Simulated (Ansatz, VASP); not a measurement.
# One calculation of Al4P, two programs

```
Al P
1.0
    -2.89420    2.89420    2.89420
     2.89420   -2.89420    2.89420
     2.89420    2.89420   -2.89420
Al P
4 1
Cartesian
  1.4471 -1.4471 1.4471
  1.4471 1.4471 1.4471
  1.4471 1.4471 -1.4471
  -1.4471 1.4471 1.4471
  0.0000 0.0000 0.0000
```

Change from the starting cell: species swapped into the GeF4 type (I-43m, No. 217).

Alike in both runs: functional PBE; k mesh 10 × 10 × 10; occupations gaussian, width 0.1 eV; no spin polarisation.

Ansatz relaxed the structure, and its values are those at the end. VASP's run is a single point on that final structure, the one shown.

```csv
,VASP,Ansatz
version,VASP 6.6.1,Ansatz 0.2.0
potentials or method,"VASP PAW PBE potentials, release 64 (Al, P)","scalar-relativistic, plane waves, PAW"
plane-wave cutoff (eV),520,420
valence electrons in the cell,17,17
```

|  | VASP | Ansatz | Ansatz less VASP |
| --- | --- | --- | --- |
| gap on the k mesh at the Fermi level (eV) | none | none | - |
| pressure (GPa) | -0.1 | 0.0 | +0.06 |

A gap of «none» marks a metal or a gap that the smearing closes.
